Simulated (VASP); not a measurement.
# P (R-3m) in VASP: a series of runs

One crystal, P, is run at these levels: PBEsol+D4; tasks: relaxation of cell and atoms, vibrations by finite differences.

Program: VASP 6.6.1. These are calculated values, not measurements. Logs are shortened: lines on timing, memory, paths and dates and some standing lists are left out, and cuts for length are marked.

**1. Starting point**

The structure is trigonal, space group R-3m (No. 166). Conventional cell: a = 3.451 Å, b = 3.451 Å, c = 9.389 Å, α = 90.00°, β = 90.00°, γ = 120.00°. P (site symmetry 3m) is surrounded by 3 P at 2.29 Å.

This isn't the form of P at room conditions, which is orthorhombic.

**2. Relaxation of cell and atoms, PBEsol+D4, target pressure 6 GPa, at which the enthalpy is minimised**

INCAR

```
PREC     = Accurate       # precision mode
ENCUT    = 520            # plane-wave cutoff, eV
EDIFF    = 1E-7           # SCF threshold, eV
ISMEAR   = 0              # smearing method
SIGMA    = 0.02           # smearing width, eV
LREAL    = F              # projectors in reciprocal space
LASPH    = T              # aspherical terms in the spheres
NELM     = 80             # most SCF steps
ALGO     = Normal         # electronic algorithm
ISIF     = 3              # what is computed and relaxed
LWAVE    = F              # write WAVECAR
LCHARG   = F              # write CHGCAR
GGA      = PS             # functional
IVDW     = 13             # dispersion correction
IBRION   = 2              # ionic algorithm
NSW      = 80             # ionic steps
EDIFFG   = -0.002         # ionic threshold
PSTRESS  = 60.0
```

KPOINTS

```
regular mesh
0
Gamma
  12 12 12
```

POSCAR

```
P
1.0
    1.7257251800      0.9963479000      3.1296800100
   -1.7257251800      0.9963479000      3.1296800100
    0.0000000000     -1.9926957900      3.1296800100
P
2
Direct
    0.2270802500      0.2270802500      0.2270802500
    0.7729197500      0.7729197500      0.7729197500
```

Potentials or basis: VASP PAW PBE potentials, release 64 (P).

Started as:

```
> cat potpaw_PBE.64/P/POTCAR > POTCAR
> mpirun -np 1 vasp_std > vasp.out
```

OUTCAR:

```text
PREC = Accurate
   ENCUT = 520
   EDIFF = 1E-7
   ISMEAR = 0
   LREAL = F
   LASPH = T
   NELM = 80
   ISIF = 3
   GGA = PS
   IVDW = 13
   IBRION = 2
   NSW = 80
   EDIFFG = -0.002
   PSTRESS = 60.0

 ion  position               nearest neighbor table
   1  0.227  0.227  0.227-   2 2.29   2 2.29   2 2.29   2 2.82   2 2.82   2 2.82
   2  0.773  0.773  0.773-   1 2.29   1 2.29   1 2.29   1 2.82   1 2.82   1 2.82

  LATTYP: Found a trigonal (rhomboedric) cell.
 ALAT       =     3.7102201417
 COS(alpha) =     0.5673129373

  Lattice vectors:

 A1 = (   1.7257251800,   0.9963479000,   3.1296800100)
 A2 = (  -1.7257251800,   0.9963479000,   3.1296800100)
 A3 = (   0.0000000000,  -1.9926957900,   3.1296800100)

Analysis of symmetry for initial positions (statically):
=====================================================================
 Subroutine PRICEL returns:
 Original cell was already a primitive cell.

 Routine SETGRP: Setting up the symmetry group for a
 trigonal (rhombohedral) supercell.

 Subroutine GETGRP returns: Found 12 space group operations
 (whereof 12 operations were pure point group operations)
 out of a pool of 12 trial point group operations.

The static configuration has the point symmetry D_3d.

Analysis of symmetry for dynamics (positions and initial velocities):
=====================================================================
 Subroutine PRICEL returns:
 Original cell was already a primitive cell.

 Routine SETGRP: Setting up the symmetry group for a
 trigonal (rhombohedral) supercell.

 Subroutine GETGRP returns: Found 12 space group operations
 (whereof 12 operations were pure point group operations)
 out of a pool of 12 trial point group operations.

The dynamic configuration has the point symmetry D_3d.

 Subroutine INISYM returns: Found 12 space group operations
 (whereof 12 operations are pure point group operations),
 and found     1 'primitive' translations

----------------------------------------------------------------------------------------

                                     Primitive cell

  volume of cell :      32.2875

  direct lattice vectors                    reciprocal lattice vectors
     1.725725180  0.996347900  3.129680010     0.289733270  0.167277582  0.106507161
    -1.725725180  0.996347900  3.129680010    -0.289733270  0.167277582  0.106507161
     0.000000000 -1.992695790  3.129680010     0.000000000 -0.334555163  0.106507162

  length of vectors
     3.710220142  3.710220142  3.710220139     0.351099605  0.351099605  0.351099605

  position of ions in fractional coordinates (direct lattice)
     0.227080250  0.227080250  0.227080250
     0.772919750  0.772919750  0.772919750

  ion indices of the primitive-cell ions
   primitive index   ion index
                 1           1
                 2           2

----------------------------------------------------------------------------------------

 KPOINTS: regular mesh

Automatic generation of k-mesh.
 Grid dimensions read from file:
 generate k-points for:   12   12   12

 Generating k-lattice:

  Cartesian coordinates                     Fractional coordinates (reciprocal lattice)
     0.024144439  0.013939798  0.008875597     0.083333333  0.000000000  0.000000000
    -0.024144439  0.013939798  0.008875597     0.000000000  0.083333333  0.000000000
     0.000000000 -0.027879597  0.008875597     0.000000000  0.000000000  0.083333333

  Length of vectors
     0.029258300  0.029258300  0.029258300

  Shift w.r.t. Gamma in fractional coordinates (k-lattice)
     0.000000000  0.000000000  0.000000000

 Subroutine IBZKPT returns following result:
 ===========================================

 Found    189 irreducible k-points:

 Following reciprocal coordinates:
            Coordinates               Weight
  0.000000  0.000000  0.000000      1.000000
  0.083333 -0.000000  0.000000      6.000000
  0.166667  0.000000  0.000000      6.000000
  0.250000  0.000000  0.000000      6.000000
  0.333333  0.000000 -0.000000      6.000000
  0.416667 -0.000000  0.000000      6.000000
[... 16 lines left out ...]
  0.500000  0.166667  0.000000     12.000000
 -0.416667  0.166667 -0.000000     12.000000
 [... further k-points ...]
   k-points           NKPTS =    189   k-points in BZ     NKDIM =    189   number of bands    NBANDS=      9
   number of dos      NEDOS =    301   number of ions     NIONS =      2
   total plane-waves  NPLWV =  21952
   dimension x,y,z NGX =    28 NGY =   28 NGZ =   28
   dimension x,y,z NGXF=    56 NGYF=   56 NGZF=   56
   ions per type =               2
   NGX,Y,Z   is equivalent  to a cutoff of  12.55, 12.55, 12.55 a.u.
   NGXF,Y,Z  is equivalent  to a cutoff of  25.09, 25.09, 25.09 a.u.
 SYSTEM =  unknown system
   PREC   = accura    normal or accurate (medium, high low for compatibility)
   ISTART =      0    job   : 0-new  1-cont  2-samecut
   ICHARG =      2    charge: 1-file 2-atom 10-const
   ISPIN  =      1    spin polarized calculation?
   LNONCOLLINEAR =      F non collinear calculations
   LSORBIT =      F    spin-orbit coupling
   LASPH  =      T    aspherical Exc in radial PAW
   ENCUT  =  520.0 eV  38.22 Ry    6.18 a.u.   6.90  6.90  6.90*2*pi/ulx,y,z
   NELM   =     80;   NELMIN=  2; NELMDL= -5     # of ELM steps
   EDIFF  = 0.1E-06   stopping-criterion for ELM
   LREAL  =      F    real-space projection
   EDIFFG = -.2E-02   stopping-criterion for IOM
   NSW    =     80    number of steps for IOM
   IBRION =      2    ionic relax: 0-MD 1-quasi-New 2-CG
   NFREE  =      1    steps in history (QN), initial steepest desc. (CG)
   ISIF   =      3    stress and relaxation
   ISYM   =      2    0-nonsym 1-usesym 2-fastsym
   POTIM  = 0.5000    time-step for ionic-motion
   TEBEG  =    0.0;   TEEND  =   0.0 temperature during run
   PSTRESS=   60.0 pullay stress
   NELECT =      10.0000    total number of electrons
   NUPDOWN=      -1.0000    fix difference up-down
   EMIN   =  10.00;   EMAX   =-10.00  energy-range for DOS
   EFERMI =   0.00;   METHOD = LEGACY
   ISMEAR =     0;   SIGMA  =   0.02  broadening in eV -4-tet -1-fermi 0-gaus
   EFERMI_NEDOS =   21; number of points for ismear=-14 and -15
   IALGO  =     38    algorithm
   IMIX   =      4    mixing-type and parameters
     AMIX     =   0.40;   BMIX     =  1.00
     AMIX_MAG =   1.60;   BMIX_MAG =  1.00
  volume/ion in A,a.u.               =      16.14       108.94
  Fermi-wavevector in a.u.,A,eV,Ry     =   1.107636  2.093128 16.692396  1.226857
  Thomas-Fermi vector in A             =   2.244152
   LORBIT       =      0    0 simple, 1 ext, 2 COOP (PROOUT), +10 PAW based schemes
   GGA     = PS    functional components
   LHFCALC =     F    Hartree Fock is set to
   AEXX    =    0.0000 exact exchange contribution
   IVDW    =    13    specifies the selected vdW correction
   LEPSILON=     F    determine dielectric tensor
   LRPA    =     F    only Hartree local field effects (RPA)
 conjugate gradient relaxation of ions
 non-spin polarized calculation
 Gauss-broadening in eV      SIGMA  =   0.02
  energy-cutoff  :      520.00
  volume of cell :       32.29
 maximum number of plane-waves:       886
   NGX = 13   NGY = 13   NGZ = 13

--------------------------------------- Ionic step        1  -------------------------------------------

 number of electron      10.0000000 magnetization

 Free energy of the ion-electron system (eV)
  ---------------------------------------------------
  ext. energy  EPLUGINS =         0.00000000
  ---------------------------------------------------
  free energy    TOTEN  =       -11.55500919 eV

  energy without entropy =      -11.55495372  energy(sigma->0) =      -11.55498145

 E-fermi :   8.9290     XC(G=0): -10.8709

 val. band max:        8.9281926111   @ k =   0.4167   0.4167   0.4167
 cond. band min:       8.9479044651   @ k =  -0.0833   0.5000   0.0833
 fundamental gap:      0.0197118540
 Fermi energy:         8.9290382500

 k-point     1 :       0.0000    0.0000    0.0000
  band No.  band energies     occupation
      1      -7.6203      2.00000
      2       5.3320      2.00000
      3       5.7702      2.00000
      4       6.0303      2.00000
      5       6.0303      2.00000
      6      10.2107      0.00000
      7      11.5339      0.00000
      8      11.5339      0.00000
      9      14.6910      0.00000
[... 265 lines left out ...]
 k-point    24 :      -0.4167    0.1667   -0.0000
  band No.  band energies     occupation
      1      -3.8886      2.00000
      2      -2.7209      2.00000
      3       3.0217      2.00000
      4       5.1943      2.00000
      5       6.3939      2.00000
      6       9.6215      0.00000
      7      10.5779      0.00000
      8      12.4015      0.00000
      9      16.4627      0.00000

 [... further k-points ...]

------------------------ aborting loop because EDIFF is reached ----------------------------------------

  DFT-D4 for vdW energy calculation

  Edisp (eV):   -0.51563
[... 113 lines left out ...]
  energy  without entropy=      -12.0641348927  energy(sigma->0) =      -12.06417948

  enthalpy is  TOTEN    =       -10.9861992636 eV   P V=        1.0780248104

[... ionic steps 4 to 15 ...]

--------------------------------------- Ionic step       16  -------------------------------------------

 number of electron      10.0000000 magnetization

------------------------ aborting loop because EDIFF is reached ----------------------------------------
[... 79 lines left out ...]
--------------------------------------- Ionic step       18  -------------------------------------------

 number of electron      10.0000000 magnetization

 Free energy of the ion-electron system (eV)
  ---------------------------------------------------
  ext. energy  EPLUGINS =         0.00000000
  ---------------------------------------------------
  free energy    TOTEN  =       -11.50414764 eV

  energy without entropy =      -11.50400630  energy(sigma->0) =      -11.50407697

 E-fermi :  10.9858     XC(G=0): -11.7434

 val. band max:       10.9792866620   @ k =   0.3333   0.3333   0.3333
 cond. band min:      10.9924635344   @ k =   0.3333   0.0000  -0.0000
 fundamental gap:      0.0131768724
 Fermi energy:        10.9857797224

 k-point     1 :       0.0000    0.0000    0.0000
  band No.  band energies     occupation
      1      -6.5813      2.00000
      2       8.5139      2.00000
      3       8.5139      2.00000
      4       8.6751      2.00000
      5      10.2475      2.00000
      6      14.7534      0.00000
      7      15.0108      0.00000
      8      15.0108      0.00000
      9      16.4926      0.00000
[... 265 lines left out ...]
 k-point    24 :      -0.4167    0.1667   -0.0000
  band No.  band energies     occupation
      1      -2.1630      2.00000
      2      -1.1930      2.00000
      3       5.3882      2.00000
      4       7.5925      2.00000
      5       9.0292      2.00000
      6      11.8075      0.00000
      7      14.4950      0.00000
      8      16.0743      0.00000
      9      19.7492      0.00000

 [... further k-points ...]

------------------------ aborting loop because EDIFF is reached ----------------------------------------

  DFT-D4 for vdW energy calculation

  Edisp (eV):   -0.61374
[... 29 lines left out ...]
  energy  without entropy=      -12.1177427147  energy(sigma->0) =      -12.11781339

  enthalpy is  TOTEN    =       -11.1161881403 eV   P V=        1.0016959162

 reached required accuracy - stopping structural energy minimisation
```

Wall time 5.5 min (1 thread of Intel Xeon Platinum 8259CL at 2.50GHz (Skylake/Cascade Lake), shared host); peak memory 0.2 GiB.

What came out:

```yaml
Free_energy: -12.1179 eV
Relaxed_volume: 13.37 Å³/atom
Relaxed_cell: a = 3.354 Å, b = 3.354 Å, c = 3.354 Å, α = 60.10°, β = 60.10°, γ = 60.10°
Space_group_after_relaxing_to_0.05_Å: R-3m (No. 166)
Energy_change_on_relaxing_the_enthalpy_is_what_falls: -23.6 meV/atom
Ionic_steps: 18
Pressure_after_relaxing: 6.0 GPa
Band_gap_on_the_k_mesh: none (metal or under the smearing width)
Dispersion_energy_per_atom: -0.307 eV
```

The path:
```
step  energy change (eV)  largest force (eV/Å)  pressure (GPa)  volume (Å³)
   1              0.0000                0.2954           -4.21        32.29
   2              0.0608                1.0897           12.05        27.72
   3              0.0064                0.8650            6.81        28.79
   4             -0.0293                0.3989            7.10        27.93
   5             -0.0199                0.0991            9.30        26.28
   6             -0.0672                0.1224            1.45        27.62
   7             -0.0509                0.0187            5.20        26.89
   8             -0.0500                0.0156            5.36        26.87
   9             -0.0484                0.0004            5.78        26.78
  10             -0.0489                0.0015            5.73        26.79
  11             -0.0489                0.0014            5.73        26.79
  12             -0.0452                0.0112            6.35        26.69
  13             -0.0472                0.0058            6.01        26.75
  14             -0.0473                0.0057            6.01        26.75
  15             -0.0473                0.0056            6.00        26.75
  16             -0.0473                0.0042            5.99        26.75
  17             -0.0472                0.0001            5.99        26.75
  18             -0.0472                0.0005            5.99        26.75
```

Final structure:
```xyz
2
Lattice="1.6797 0.9698 2.7368 -1.6797 0.9698 2.7368 0.0000 -1.9396 2.7368" Properties=species:S:1:pos:R:3 pbc="T T T"
P     0.0000    0.0000    1.9965
P     0.0000    0.0000    6.2138
```

Caveat: the cell is relaxed towards a set pressure, so the enthalpy falls and the energy may rise; the volume moved by over 15 % at a fixed basis, so the end points are rough; the PAW data sets were made with another functional, which shifts forces and pressure a little; pairwise dispersion overbinds metals, which lowers pressure and volume.

(Continued in part 2 of 2.)
